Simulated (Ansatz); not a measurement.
# Relaxing Sn in the sc type

First guess:

```xyz
1
Lattice="2.9332 0.0000 0.0000 0.0000 2.9332 0.0000 0.0000 0.0000 2.9332" Properties=species:S:1:pos:R:3 pbc="T T T"
Sn    0.0000    0.0000    0.0000
```

Computed with DFT, PBE, PAW with Ansatz's default frozen-core files, scalar-relativistic (Ansatz 0.2.0).

Cell and atoms relax within the symmetry of the start on a 14×14×14 k mesh with 0.03 eV Fermi–Dirac smearing.

The start is built from a prototype, known or not as a phase of this compound; the cutoff is 420 eV.

No spin–orbit coupling, which matters for the heavy atoms here.

Problem. What is the pressure of the first guess?

Solution. 10.34 GPa.

Problem. What does it relax to?

Solution. a = 3.088 Å, b = 3.088 Å, c = 3.088 Å, α = 90.00°, β = 90.00°, γ = 90.00° (conventional cell), 29.44 Å³ per atom:
```
CELL_PARAMETERS angstrom
3.08770 0.00000 0.00000
0.00000 3.08770 0.00000
0.00000 0.00000 3.08770
ATOMIC_POSITIONS crystal
Sn 0.00000 0.00000 0.00000
```

Problem. How much energy does the relaxation release?

Solution. 116 meV/atom.
